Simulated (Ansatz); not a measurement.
# NbSi2: the cost of one run

Method: DFT PBE, scalar-relativistic, plane waves, PAW, in Ansatz 0.2.0.

## 1. The starting structure

Symmetry: P6_222, No. 180, hexagonal system. Conventional cell: a = 4.819 Å, b = 4.819 Å, c = 6.592 Å, α = 90.00°, β = 90.00°, γ = 120.00°. Nb (site symmetry 222) is surrounded by 10 Si at 2.62 to 2.84 Å. Si (site symmetry 2) is surrounded by 5 Si at 2.57 to 2.84 Å and 5 Nb at 2.62 to 2.84 Å.

Coordinates:

```cif
data_structure
_symmetry_space_group_name_H-M 'P6_222'
_symmetry_Int_Tables_number 180
_cell_length_a 4.8190
_cell_length_b 4.8190
_cell_length_c 6.5920
_cell_angle_alpha 90.000
_cell_angle_beta 90.000
_cell_angle_gamma 120.000
_cell_volume 132.58
loop_
_atom_site_label
_atom_site_type_symbol
_atom_site_symmetry_multiplicity
_atom_site_Wyckoff_symbol
_atom_site_fract_x
_atom_site_fract_y
_atom_site_fract_z
_atom_site_occupancy
Nb1 Nb 3 d 0.50000 0.00000 0.50000 1
Si1 Si 6 j 0.15990 0.31980 0.50000 1
```

This is candidate A: structure reported for this formula (P6_222, No. 180).

(A quick probe on a coarse mesh, which set the mesh and smearing, is not shown.)

## 3. The relaxation (candidate A)

input.yaml

```yaml
crystal:
  lattice:
    - [4.8190015498, 0.0, 0.0]
    - [-2.4095007749, 4.173377763, 0.0]
    - [0.0, 0.0, 6.592]
  atoms:
    - { symbol: Nb, position: [0.5, 0.0, 0.5] }
    - { symbol: Nb, position: [0.5, 0.5, 0.8333333333] }
    - { symbol: Nb, position: [0.0, 0.5, 0.1666666667] }
    - { symbol: Si, position: [0.1599, 0.3198, 0.5] }
    - { symbol: Si, position: [0.8401, 0.1599, 0.8333333333] }
    - { symbol: Si, position: [0.6802, 0.8401, 0.1666666667] }
    - { symbol: Si, position: [0.8401, 0.6802, 0.5] }
    - { symbol: Si, position: [0.1599, 0.8401, 0.8333333333] }
    - { symbol: Si, position: [0.3198, 0.1599, 0.1666666667] }
basis:
  ecutwfc: 420
kpoints:
  mp_grid: { grid: [12, 12, 6] }
hamiltonian:
  xc: pbe
scf:
  occupations: { method: gaussian, width: 0.1 }
output:
  forces: true
  stress: true
  eigenvalues: true
relax:
  adjacent_minimum: "off"
  f_tol: 0.01
  max_steps: 80
  cell: { stress_tol: 0.05 }
```

The run is started by

```console
$ ansatz run input.yaml --threads 1 --pin off --max-ram 2560MiB --backend cpu --events-out ev --progress --plain --runs-dir out
```

**Question.** How long does this run take on 1 thread of Arm Neoverse V1, shared host, and how much memory does it need?

About 3.5 min, with a peak of 0.57 GiB.
